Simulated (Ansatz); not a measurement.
**Pt: pressure against volume**

Pt, Fm-3m, a = 3.970 Å. Ansatz: PBE, PAW, 420 eV, Γ-centred 18×18×18 mesh on 1 atom, Gaussian smearing 0.10 eV; no spin polarisation. Symmetry fixes shape and atoms, so the cell is only scaled; pressure is positive in compression.

```tsv
V (Å³/atom)	P (GPa)
13.767	?
14.236	30.19
14.705	18.15
15.175	8.20
15.644	-0.01
16.113	-6.77
16.583	-12.32
17.208	-18.15
```

Take V0 = 15.644 Å³/atom, count pressures from its P0 = -0.01 GPa, fit the third-order Birch–Murnaghan form to the other rows, and predict the missing pressure.

With the Eulerian strain f = ½[(V0/V)^(2/3) − 1] and y = (P − P0)/[3f(1 + 2f)^(5/2)], the form is the line y = B0 + 1.5 B0 (B0′ − 4) f. Rows (f, y): 0.03245, 265.1; 0.02106, 259.3; 0.01025, 253.8; -0.00975, 242.8; -0.01906, 237.3; -0.03077, 230.3. Means f = 0.0006967, y = 248.10; Σ(Δf)² = 0.003004, ΣΔfΔy = 1.651; the slope is their ratio. y = 247.7 + 549.7 f GPa, so B0 = 247.7 GPa and B0′ = 4 + 2 × (549.7)/(3 × 247.7) = 5.48. At V = 13.767, f = 0.04447, y = 272.15 and P = 44.92 GPa. The run gave 44.77 GPa, so the fit is 0.15 GPa too high, a small miss on the scale of the series.

Spin–orbit coupling is left out, which can shift energies with elements as heavy as these.